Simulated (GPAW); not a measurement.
MnO:

```
CELL_PARAMETERS angstrom
0.00000 2.22391 2.22391
2.22391 0.00000 2.22391
2.22391 2.22391 0.00000
ATOMIC_POSITIONS crystal
Mn 0.00000 0.00000 0.00000
O 0.50000 0.50000 0.50000
```

The cell is a database's computed one.

Program: GPAW 26.7.0. Alike in all runs: task band structure; spin collinear, ferromagnetic start; cell as given; k mesh 7 × 7 × 7; cutoff (eV) 800; smearing fermi-dirac 0.05 eV.

Problem. Order these runs on this cell by their pressure, lowest first.
A. level LDA; potentials or basis the program's PAW data sets (release 1.2.1) made for this functional, pw; band points 100
B. level r2SCAN; potentials or basis GPAW PAW data sets (gpaw-data 1.2.1), pw; band points 100
C. level OLYP; potentials or basis PAW data sets generated in the run's folder for this functional, pw; eigensolver davidson; band points 60

Solution. A (-15.4 GPa), B (3.4 GPa), C (7.4 GPa).

Caveats: a cell with one magnetic atom can't hold antiferromagnetic order, which such compounds often take; so large a pressure means that the cell lies far from this level's equilibrium, or that cutoff or potentials fall short (some runs); the PAW data sets were made with another functional, which shifts forces and pressure a little (some runs).

Not every run made on this cell is shown here.
